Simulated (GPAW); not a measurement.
Set up this calculation in GPAW 26.7.0, as an ASE script.

```yaml
Task: band structure
Functional: PBEsol
Potentials_or_basis: PAW data sets generated in the run's folder for this functional
Cutoff: 800 eV
Basis: pw
k_mesh: 4 × 4 × 7
Occupations: fermi-dirac, width 0.05 eV
Spin: no spin polarisation
Hubbard_terms: Ti d U = 1 eV
Maxiter: 150
Band_path: GXMGZRAZ,XR,MA
Band_points: 100
```

TiO2:

```
CELL_PARAMETERS angstrom
4.59984 0.00000 0.00000
0.00000 4.59984 0.00000
0.00000 0.00000 2.95921
ATOMIC_POSITIONS crystal
Ti 0.00000 0.00000 0.50000
Ti 0.50000 0.50000 0.00000
O 0.30432 0.30432 0.50000
O 0.19568 0.80432 0.00000
O 0.80432 0.19568 0.00000
O 0.69568 0.69568 0.50000
```

The cell is a database's computed one.

These files were run (other wordings do the same):

run.py

```python
from ase import Atoms
from ase.dft.bandgap import bandgap
from ase.io import write
from ase.units import GPa
from gpaw import GPAW, PW, setup_paths

setup_paths.insert(0, '.')

atoms = Atoms(['Ti', 'Ti', 'O', 'O', 'O', 'O'],
              cell=[[4.5998373239, 0.0, 0.0],
                    [0.0, 4.5998373239, 0.0],
                    [0.0, 0.0, 2.95921356]],
              scaled_positions=[[0.0, 0.0, 0.5],
                                [0.5, 0.5, 0.0],
                                [0.30432132, 0.30432132, 0.5],
                                [0.19567868, 0.80432132, 0.0],
                                [0.80432132, 0.19567868, 0.0],
                                [0.69567868, 0.69567868, 0.5]],
              pbc=True)

calc = GPAW(mode=PW(800),
            xc='PBEsol',
            kpts={'size': (4, 4, 7), 'gamma': True},
            occupations={'name': 'fermi-dirac', 'width': 0.05},
            setups={'Ti': ':d,1.0'},
            nbands=43,
            convergence={'density': 1e-05, 'energy': 1e-05},
            maxiter=150,
            txt='gpaw.txt')
atoms.calc = calc
energy = atoms.get_potential_energy()
forces = atoms.get_forces()
stress = atoms.get_stress()
calc.write('gs.gpw')
write('result.traj', atoms)
print(f'Energy: {energy:.6f} eV')
print('Forces (eV/A):')
print(forces.round(4))
print('Stress (GPa):', (stress / GPa).round(3))
print('Fermi level:', round(calc.get_fermi_level(), 4), 'eV')
print(f'Gap: {bandgap(calc)[0]:.4f} eV, direct: {bandgap(calc, direct=True)[0]:.4f} eV')

path = atoms.cell.bandpath('GXMGZRAZ,XR,MA', npoints=100, eps=1e-4)
bs_calc = calc.fixed_density(kpts=path, symmetry='off', nbands=61,
                             convergence={'bands': 'CBM+6.0', 'eigenstates': 1e-6}, txt='bands.txt')
bs = bs_calc.band_structure()
bs.write('bs.json')
print(f'Gap on the path: {bandgap(bs_calc)[0]:.4f} eV')
```

Potentials or basis: PAW data sets generated in the run's folder for this functional, pw.

Run with:

```console
$ gpaw-setup -f PBEsol O Ti
$ OMP_NUM_THREADS=1 python run.py
```

It gave:

The pressure is -0.3 GPa. The largest force is 0.016 eV/Å, the band gap on the k mesh is 1.98 eV, direct and the band gap along the path is 1.98 eV, direct.

Wall time 2.9 min on 1 thread of Arm Neoverse V2, with other jobs on the host, peak memory 0.7 GiB.
